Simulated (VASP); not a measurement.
Wanted: the native input for a VASP 6.6.1 run.

| Property | Result |
| --- | --- |
| Task | single point |
| Functional | PBE |
| Potentials or basis | VASP PAW PBE potentials, release 64 (Cs_sv_GW, Br_GW) |
| Cutoff | 500 eV |
| k mesh | 4 × 4 × 4 |
| Occupations | gaussian, width 0.02 eV |
| Spin | no spin polarisation |
| Further INCAR settings | ALGO = Normal; EDIFF = 1e-07 |

The structure of CsBr lies in POSCAR:

```
CsBr
1.0
    4.3256222200      0.0000000000      0.0000000000
    0.0000000000      4.3256222200      0.0000000000
    0.0000000000      0.0000000000      4.3256222200
Cs Br
1 1
Direct
    0.0000000000      0.0000000000      0.0000000000
    0.5000000000      0.5000000000      0.5000000000
```

The cell comes from a database or a generator and needn't be the stable form of this composition.

These files were run (other wordings do the same):

INCAR

```
  PREC = Accurate
  ENCUT = 500
  EDIFF = 1E-7
  ISMEAR = 0
  SIGMA = 0.02
  LREAL = False
  LASPH = True
  NELM = 100
  ALGO = Normal
  ISIF = 2
  LWAVE = False
  LCHARG = False
  GGA = PE
```

KPOINTS

```
Automatic mesh
0
Gamma
  4 4 4
```

Potentials or basis: VASP PAW PBE potentials, release 64 (Cs_sv_GW, Br_GW).

Command:

```console
$ cat potpaw_PBE.64/Cs_sv_GW/POTCAR potpaw_PBE.64/Br_GW/POTCAR > POTCAR
$ mpirun -np 1 vasp_std > vasp.out
```

It gave:

* Pressure: 0.6 GPa
* Band gap on the k mesh: 4.41 eV, indirect (least direct gap 4.42 eV)

Caveat: spin-orbit coupling is left out, which moves the levels of the heavy elements.

It took 8.6 s on 1 thread of AMD EPYC 9R45 96-Core Processor (Zen 5) (shared host), peak memory 0.15 GiB.
